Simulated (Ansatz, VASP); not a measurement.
**Rh in VASP and in Ansatz**

Contents of INCAR:

```
SYSTEM = Rh
PREC = Accurate ; ENCUT = 520
EDIFF = 1E-6 ; ISMEAR = -1
SIGMA = 0.05 ; LREAL = .False.
LASPH = .True. ; NELM = 60
ALGO = Normal ; ISIF = 2
LWAVE = .False. ; LCHARG = .False.
GGA = PS ; NBANDS = 22
```

Contents of KPOINTS:

```
Automatic mesh
0
Gamma
  13 13 7
  0 0 0
```

Contents of POSCAR:

```
Rh
1.0
    2.7157318845      0.0000000000      0.0000000000
   -1.3578659422      2.3518928018      0.0000000000
    0.0000000000      0.0000000000      4.3994856529
Rh
2
Direct
    0.3333333333      0.6666666667      0.2500000000
    0.6666666667      0.3333333333      0.7500000000
```

Input for Ansatz:

```yaml
crystal:
  lattice:
    - [2.7157318845, 0.0, 0.0]
    - [-1.3578659422, 2.3518928018, 0.0]
    - [0.0, 0.0, 4.3994856529]
  atoms:
    - { symbol: Rh, position: [0.3333333333, 0.6666666667, 0.25] }
    - { symbol: Rh, position: [0.6666666667, 0.3333333333, 0.75] }
kpoints:
  mp_grid: { grid: [13, 13, 7] }
scf:
  occupations: { method: fermi_dirac, width: 0.05 }
hamiltonian:
  xc: pbesol
  pseudopotentials: { kind: paw }
output:
  forces: true
  stress: true
  eigenvalues: true
  populations: true
  write_density: true
  write_potential: true
  elf: true
  volumetric_format: npy
```

Change from the starting cell: shortest bond scaled by 1, PAW files.

Alike in both runs: task single point; functional PBEsol; k mesh 13 × 13 × 7; occupations fermi-dirac, width 0.05 eV; no spin polarisation.

|  | VASP | Ansatz |
| --- | --- | --- |
| version | VASP 6.6.1 | Ansatz 0.2.0 |
| potentials or method | VASP PAW PBE potentials, release 64 (Rh_pv) | PAW with Ansatz's default frozen-core files, scalar-relativistic |
| plane-wave cutoff (eV) | 520 | 420 |
| valence electrons in the cell | 30 | 34 |

Ansatz gave:

* pressure (GPa): -9.5
* largest component of the traceless stress (GPa): 0.71

**Question.** What did VASP give for the same quantities?

**Answer.** Pressure (GPa): -9.7; largest component of the traceless stress (GPa): 0.69.

The two sets of potentials don't hold the same shells in valence.

Caveats: the PAW data sets were made with another functional, which shifts forces and pressure a little (VASP).
